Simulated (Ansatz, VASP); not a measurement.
One calculation of SiNi, two programs

File INCAR:

```
SYSTEM = SiNi
  PREC = Accurate
  ENCUT = 600
  EDIFF = 1E-6
  ISMEAR = 0
  SIGMA = 0.1
  LREAL = .FALSE.
  LASPH = .TRUE.
  NELM = 80
  ALGO = Normal
  ISIF = 3
  LWAVE = .FALSE.
  LCHARG = .FALSE.
  GGA = PE
  IBRION = 2
  NSW = 100
  EDIFFG = -0.01
```

File KPOINTS:

```
regular mesh
0
G
  20 20 20
  0 0 0
```

POSCAR

```
SiNi
1.0
    2.8686228363      0.0000000000      0.0000000000
    0.0000000000      2.8686228363      0.0000000000
    0.0000000000      0.0000000000      2.8686228363
Si Ni
1 1
Direct
    0.0000000000      0.0000000000      0.0000000000
    0.5000000000      0.5000000000      0.5000000000
```

Input for Ansatz:

```yaml
crystal:
  lattice:
    - [2.8686228363, 0.0, 0.0]
    - [0.0, 2.8686228363, 0.0]
    - [0.0, 0.0, 2.8686228363]
  atoms:
    - { symbol: Si, position: [0.0, 0.0, 0.0] }
    - { symbol: Ni, position: [0.5, 0.5, 0.5] }
basis:
  ecutwfc: 420
kpoints:
  mp_grid: { grid: [20, 20, 20] }
hamiltonian:
  xc: pbe
scf:
  occupations: { method: gaussian, width: 0.1 }
output:
  forces: true
  stress: true
  eigenvalues: true
relax:
  adjacent_minimum: "off"
  f_tol: 0.01
  max_steps: 80
  cell: { stress_tol: 0.05 }
```

Alike in both runs: task relaxation of cell and atoms; functional PBE; k mesh 20 × 20 × 20; occupations gaussian, width 0.1 eV; no spin polarisation.

|  | VASP | Ansatz |
| --- | --- | --- |
| version | VASP 6.6.1 | Ansatz 0.2.0 |
| potentials or method | VASP PAW PBE potentials, release 64 (Si, Ni) | scalar-relativistic, plane waves, PAW |
| plane-wave cutoff (eV) | 600 | 420 |
| valence electrons in the cell | 14 | 22 |

|  | VASP | Ansatz | Ansatz less VASP |
| --- | --- | --- | --- |
| gap on the k mesh at the Fermi level, each at its own relaxed structure (eV) | none | none | - |
| relaxed volume (Å³/atom) | 11.43 | 11.43 | -0.001 |
| relaxed cell length with the largest relative difference (Å) | 2.838 | 2.838 | 0.0000 |
| energy change over the relaxation (meV/atom) | -6 | -6 | 0.0 |

A gap of «none» marks a metal or a gap that the smearing closes. The two sets of potentials don't hold the same shells in valence.

Spin polarisation is off, so any magnetic state and its effect on volume and gap are missing.
